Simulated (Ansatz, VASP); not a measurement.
## Re: VASP beside Ansatz

```xyz
1
Lattice="0.0000 1.9466 1.9466 1.9466 0.0000 1.9466 1.9466 1.9466 0.0000" Properties=species:S:1:pos:R:3 pbc="T T T"
Re    0.0000    0.0000    0.0000
```

Alike in both runs: functional r2SCAN; k mesh 14 × 14 × 14; occupations fermi-dirac, width 0.05 eV; no spin polarisation.

Ansatz relaxed the structure, and its values are those at the end. VASP's run is a single point on that final structure, the one shown.

|  | VASP | Ansatz |
| --- | --- | --- |
| version | VASP 6.6.1 | Ansatz 0.2.0 |
| potentials or method | VASP PAW PBE potentials, release 64 (Re) | PAW with Ansatz's default frozen-core files, scalar-relativistic |
| plane-wave cutoff (eV) | 520 | 500 |
| valence electrons in the cell | 7 | 15 |

```tsv
	VASP	Ansatz	Ansatz less VASP
pressure (GPa)	0.0	0.0	0.00
```

The two sets of potentials don't hold the same shells in valence. Ansatz warned: «gradients_without_spin_orbit».

Caveats: the PAW data sets were made with another functional, which shifts forces and pressure a little (VASP). The runs have no spin-orbit coupling, so splittings on Re are missing.
